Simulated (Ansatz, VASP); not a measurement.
Mo in VASP and in Ansatz

File POSCAR:

```
Mo
1.0
    0.0000000000      2.0150000000      2.0150000000
    2.0150000000      0.0000000000      2.0150000000
    2.0150000000      2.0150000000      0.0000000000
Mo
1
Direct
    0.0000000000      0.0000000000      0.0000000000
```

The input INCAR.step1:

```
  PREC = Accurate
  ENCUT = 520
  ISMEAR = 0
  SIGMA = 0.05
  LREAL = F
  LASPH = T
  NELM = 60
  NBANDS = 13
  GGA = PE
  ALGO = Normal
  EDIFF = 1E-4
  LWAVE = T
  LCHARG = F
```

The input INCAR.step2:

```
  PREC = Accurate
  ENCUT = 520
  EDIFF = 1E-6
  ISMEAR = 0
  SIGMA = 0.05
  LREAL = F
  LASPH = T
  NELM = 60
  ALGO = Normal
  ISIF = 2
  LWAVE = F
  LCHARG = F
  METAGGA = R2SCAN
  LMIXTAU = T
  NBANDS = 13
  ISTART = 1
```

Contents of KPOINTS:

```
Automatic mesh
0
Gamma
  14 14 14
```

Input for Ansatz:

```yaml
crystal:
  lattice:
    - [0.0, 2.015, 2.015]
    - [2.015, 0.0, 2.015]
    - [2.015, 2.015, 0.0]
  atoms:
    - { symbol: Mo, position: [0.0, 0.0, 0.0] }
basis:
  ecutwfc: 500
  fft_grid_basis: typed
kpoints:
  mp_grid: { grid: [14, 14, 14] }
hamiltonian:
  xc: r2scan
scf:
  occupations: { method: gaussian, width: 0.05 }
output:
  forces: true
  stress: true
  eigenvalues: true
  bader: true
  write_density: true
  volumetric_format: npy
```

This isn't the form of Mo at room conditions, which is bcc.

Alike in both runs: task single point; functional r2SCAN; k mesh 14 × 14 × 14; occupations gaussian, width 0.05 eV; no spin polarisation.

|  | VASP | Ansatz |
| --- | --- | --- |
| version | VASP 6.6.1 | Ansatz 0.2.0 |
| potentials or method | VASP PAW PBE potentials, release 64 (Mo_sv) | scalar-relativistic, plane waves, PAW |
| plane-wave cutoff (eV) | 520 | 500 |
| valence electrons in the cell | 14 | 14 |

|  | VASP | Ansatz | Ansatz less VASP |
| --- | --- | --- | --- |
| gap on the k mesh at the Fermi level (eV) | none | none | - |
| pressure (GPa) | -6.7 | -7.5 | -0.87 |

A gap of «none» marks a metal or a gap that the smearing closes.

Caveats: the PAW data sets were made with another functional, which shifts forces and pressure a little (VASP).
